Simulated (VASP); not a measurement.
**A VASP 6.6.1 single-point calculation on SnO**

INCAR

```
LASPH = .TRUE.
IBRION = -1
ISMEAR = -1
PREC = Accurate
NBANDS = 17
LCHARG = .FALSE.
ISIF = 2
LWAVE = .FALSE.
SIGMA = 0.02
EDIFF = 1E-7
NSW = 0
GGA = PE
LREAL = .FALSE.
NELM = 120
ENCUT = 520
AMIX = 0.2
```

KPOINTS

```
KPOINTS created by Atomic Simulation Environment
0
Gamma
12 12 12
0 0 0
```

POSCAR

```
Sn O
 1.0000000000000000
     3.0515798887000001    0.0000000000000000    0.0000000000000000
     0.0000000000000000    3.0515798887000001    0.0000000000000000
     0.0000000000000000    0.0000000000000000    3.0515798887000001
 Sn  O
   1   1
Cartesian
  0.0000000000000000  0.0000000000000000  0.0000000000000000
  1.5257899443500000  1.5257899443500000  1.5257899443500000
```

The recommended PBE PAW datasets give the neutral cell 20 valence electrons.

Command

```
mpirun -np 1 vasp_std
```

OSZICAR

```
N       E                     dE             d eps       ncg     rms          rms(c)
DAV:   1     0.148353352252E+03    0.14835E+03   -0.10351E+04  2927   0.186E+03
DAV:   2     0.567270095851E+00   -0.14779E+03   -0.14041E+03  3257   0.394E+02
DAV:   3    -0.113814443988E+02   -0.11949E+02   -0.11880E+02  3191   0.100E+02
DAV:   4    -0.116062659056E+02   -0.22482E+00   -0.22471E+00  3436   0.143E+01
DAV:   5    -0.116113784403E+02   -0.51125E-02   -0.51123E-02  3553   0.210E+00    0.793E+00
DAV:   6    -0.100250744716E+02    0.15863E+01   -0.24175E+00  3614   0.207E+01    0.296E+00
DAV:   7    -0.981940916028E+01    0.20567E+00   -0.11823E+00  3852   0.859E+00    0.190E+00
DAV:   8    -0.981949147485E+01   -0.82315E-04   -0.35963E-01  3303   0.389E+00    0.121E+00
DAV:   9    -0.978156054934E+01    0.37931E-01   -0.25260E-01  4375   0.389E+00    0.431E-01
DAV:  10    -0.977684245244E+01    0.47181E-02   -0.22128E-02  3804   0.128E+00    0.106E-01
DAV:  11    -0.977709230911E+01   -0.24986E-03   -0.15098E-03  3341   0.427E-01    0.618E-02
DAV:  12    -0.977710292227E+01   -0.10613E-04   -0.49831E-05  3200   0.541E-02    0.558E-02
DAV:  13    -0.977701893490E+01    0.83987E-04   -0.27796E-04  3292   0.114E-01    0.857E-03
DAV:  14    -0.977701875845E+01    0.17645E-06   -0.11392E-05  3045   0.264E-02    0.662E-03
DAV:  15    -0.977701883395E+01   -0.75499E-07   -0.23606E-07  3281   0.341E-03
   1 F= -.97770188E+01 E0= -.97768927E+01  d E =-.252278E-03
```

Standard output (part)

```
POSCAR found type information on POSCAR SnO
 POSCAR found :  2 types and       2 ions
 LDA part: xc-table for (Slater+PW92), standard interpolation
 POSCAR, INCAR and KPOINTS ok, starting setup
 WAVECAR not read
 entering main loop
```

From OUTCAR

```
k-points           NKPTS =     84   k-points in BZ     NKDIM =     84   number of bands    NBANDS=     17

   NELECT =      20.0000    total number of electrons

   dimension x,y,z NGX =    24 NGY =   24 NGZ =   24
   dimension x,y,z NGXF=    48 NGYF=   48 NGZF=   48

  energy-cutoff  :      520.00
  volume of cell :       28.42
      direct lattice vectors                 reciprocal lattice vectors
     3.051579889  0.000000000  0.000000000     0.327699106  0.000000000  0.000000000
     0.000000000  3.051579889  0.000000000     0.000000000  0.327699106  0.000000000
     0.000000000  0.000000000  3.051579889     0.000000000  0.000000000  0.327699106

 k-points in reciprocal lattice and weights: KPOINTS created by Atomic Simulation Env
   0.00000000  0.00000000  0.00000000       0.001
   0.08333333  0.00000000  0.00000000       0.003
   0.16666667  0.00000000  0.00000000       0.003
   0.25000000  0.00000000  0.00000000       0.003
   0.33333333  0.00000000  0.00000000       0.003
   0.41666667  0.00000000  0.00000000       0.003
   0.50000000  0.00000000  0.00000000       0.002
   0.08333333  0.08333333  0.00000000       0.007
   ...

 E-fermi :   9.2669

 k-point     1 :       0.0000    0.0000    0.0000
  band No.  band energies     occupation
      1     -12.6773      2.00000
      2     -12.6773      2.00000
      3     -12.2411      2.00000
      4     -12.2411      2.00000
      5     -12.2411      2.00000
      6      -9.3711      2.00000
      7       1.6676      2.00000
      8       6.3629      2.00000
      9       6.3629      2.00000
     10       6.3629      2.00000
     11      17.2985      0.00000
     12      17.2985      0.00000
     13      17.7105      0.00000
     14      17.7105      0.00000
     15      17.7105      0.00000
     16      29.0392      0.00000
     17      29.0404      0.00000

 k-point     2 :       0.0833    0.0000    0.0000
  band No.  band energies     occupation
      1     -12.6759      2.00000
      2     -12.6563      2.00000
      3     -12.2487      2.00000
      4     -12.2487      2.00000
      5     -12.2404      2.00000
      6      -9.3233      2.00000
      7       1.5506      2.00000
      8       6.4034      2.00000
      9       6.4126      2.00000
     10       6.4126      2.00000
     11      15.8992      0.00000
     12      17.3820      0.00000
     13      17.6614      0.00000
     14      17.6614      0.00000
     15      19.1201      0.00000
     16      27.9657      0.00000
     17      28.5595      0.00000

 k-point     3 :       0.1667    0.0000    0.0000
  band No.  band energies     occupation
      1     -12.6721      2.00000
      2     -12.5990      2.00000
      3     -12.2696      2.00000
      4     -12.2696      2.00000
      5     -12.2387      2.00000
      6      -9.1882      2.00000
      7       1.2277      2.00000
      8       6.5416      2.00000
      9       6.5517      2.00000
     10       6.5517      2.00000
     11      14.3268      0.00000
     12      17.5121      0.00000
     13      17.5121      0.00000
     14      17.6332      0.00000
     15      20.7570      0.00000
     16      26.2017      0.00000
     17      27.8344      0.00000

 ...

  Total        1.6284916      1.6284916      1.6284916      0.0000000     -0.0000000     -0.0000000
  in kB       91.8167414     91.8167414     91.8167414      0.0000000     -0.0000000     -0.0000000
  external PRESSURE =      91.8167414 kB  Pullay stress =       0.0000000 kB

 POSITION                                       TOTAL-FORCE (eV/Angst)
 -----------------------------------------------------------------------------------
      0.00000      0.00000      0.00000         0.000000      0.000000      0.000000
      1.52579      1.52579      1.52579         0.000000      0.000000      0.000000
 -----------------------------------------------------------------------------------
    total drift:                                0.000000      0.000000     -0.000000

  FREE ENERGIE OF THE ION-ELECTRON SYSTEM (eV)
  ---------------------------------------------------
  free  energy   TOTEN  =        -9.7770188340 eV

  energy  without entropy=       -9.7767665557  energy(sigma->0) =       -9.77689269
```

It converged. Results: gap between bands v and c on the k mesh -0.23 eV (bands overlap: a metal); least direct gap on the k mesh 0.18 eV; pressure 9.2 GPa. Band v is the last that the valence electrons fill when counted band by band, and c is the next.

For comparison, a separate PBE run of the intended cell, on usual settings and not on those above, gives a gap of -0.28 eV on its mesh and a pressure of 9.3 GPa.

The run above took about 11 s on one core of a shared host (Intel Xeon 6975P-C) and held 0.16 GiB at most.
